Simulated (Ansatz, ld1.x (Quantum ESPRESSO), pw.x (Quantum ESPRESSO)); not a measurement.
**Os (Z = 76): one change to the TM potential, in the atom and in the diamond crystal**

osmium (Os), norm-conserving Troullier–Martins (Kleinman–Bylander form), made with ld1.x (Quantum ESPRESSO) 7.5 (PBE, scalar-relativistic). Core [Xe] 4f14, reference 5d6 6s2 6p0. Waves: 6s (bound): rc 2.50 bohr; 5d (bound): rc 1.60 bohr; 6p (bound, empty): rc 3.90 bohr. Local part: the p channel. Core correction: none.

Change: wave 6p (bound): rc 3.90 bohr becomes 6p (bound): rc 2.60 bohr.

Cutoffs, loose and tight: the cutoffs (Ry, on a coarse ladder) from which the occupation-weighted sum of valence levels, in a spherical-Bessel basis at the reference potential, stays within 10 and 1 mRy of its value at 400 Ry. They do not see the model core or the augmentation charge, which bear on the density cutoff. Test errors are all-electron minus pseudo excitation energies from the reference, over the configurations 5d6 6s1 6p0; 5d6 6s0 6p0; 5d5 6s0 6p0; 5d6 6s0 6p1; 5d6 6s0 6p2; 5d5 6s2 6p0; 5d5 6s2 6p1; variants that change the core or the reference have their own tests.

Crystal test: diamond Os in pw.x 7.5, no spin, 8³ k-points, Fermi–Dirac smearing 0.01 Ry, cutoffs set for each file from its atomic test. The reference is all-electron LAPW (Ansatz 0.2.0) with the same functional, mesh and smearing; V0 and B0 come from Birch–Murnaghan fits to the pressures at five volumes. Errors are pseudo minus all-electron; Δ is the rms difference of the E(V) curves that follow from these fits, minima aligned, over ±6 % about the mean V0. Mesh and smearing are coarse, so the numbers serve the comparison and aren't converged zero-temperature values; the lattice is a test structure that the element need not adopt.

All-electron: a0 = 5.558 Å (V0 = 21.46 Å³/atom), B0 = 203.7 GPa.

Q: Does the change bring the crystal closer to the all-electron result?

A: The mean pressure error goes from +21.42 to +23.87 GPa, so the change moves the solid further from the all-electron pressures. Neither pressure curve crosses zero within the volumes sampled, so no fits are given.

```tsv
quantity	base	changed
outcome (atom)	generated	generated
cutoff, loose (atom)	35 Ry	35 Ry
cutoff, tight (atom)	60 Ry	55 Ry
bound ghosts (atom)	none	none
largest test error (meV) (atom)	-59 over the solved tests; 1 of 7 tests not solved or not reliable	-102
cutoffs in pw.x (Ry)	75/300	70/280
mean pressure error (GPa)	+21.42	+23.87
```

Base: The largest radius (3.90 bohr) exceeds half the bond length (2.27 bohr), so the spheres overlap, which is one possible source of error among others. This is a poor potential for the solid. Atomic configuration tests: 1 of 7 tests not solved or not reliable. The logarithmic derivative shows an extra or strongly shifted pseudo pole above the reference energy (s near 1.45 Ry). Changed file: The largest radius (2.60 bohr) exceeds half the bond length (2.27 bohr), so the spheres overlap, which is one possible source of error among others. This is a poor potential for the solid. The atomic cutoffs weigh occupied waves only.
